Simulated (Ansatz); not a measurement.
Crystal: In, diamond type, 2 atoms in the cell.

Computed with PBE, plane waves, PAW datasets (generated soft set 1) (Ansatz).

Cutoff 420 eV; k-mesh 28×28×28 Γ-centred; Fermi–Dirac smearing of 0.0612 eV; no spin polarisation; no spin–orbit coupling.

The fit to the energies gives V₀ = 38.198 Å³/atom (a₀ = 6.736 Å), B₀ = 21.3 GPa, B₀′ = 5.48.

(1) What pressure does the program print at V = 36.611 Å³/atom, and how far above the lowest computed point (V = 38.137 Å³/atom) does the energy lie?

## Answers

(1) 1.01 GPa and 4.78 meV/atom. All points:

```csv
V (Å³/atom),a (Å),E − E(min) (meV/atom),P (GPa)
35.849,6.5946,10.98,1.61
36.611,6.6410,4.78,1.01
37.374,6.6868,1.23,0.49
38.137,6.7320,0.00,0.04
38.900,6.7766,0.81,-0.37
39.662,6.8206,3.43,-0.72
```

The published all-electron PBE values for this crystal (mean of FLEUR and WIEN2k, k-spacing 0.06 Å⁻¹; Bosoni et al., Nat. Rev. Phys. 6, 45 (2024)) are V₀ = 38.216 Å³/atom, B₀ = 21.3 GPa, B₀′ = 5.42.

The stress includes the program's correction for the finite plane-wave basis.

This cubic structure is a model: it isn't the usual form of the substance at ambient conditions, and such phases are metastable or hypothetical.
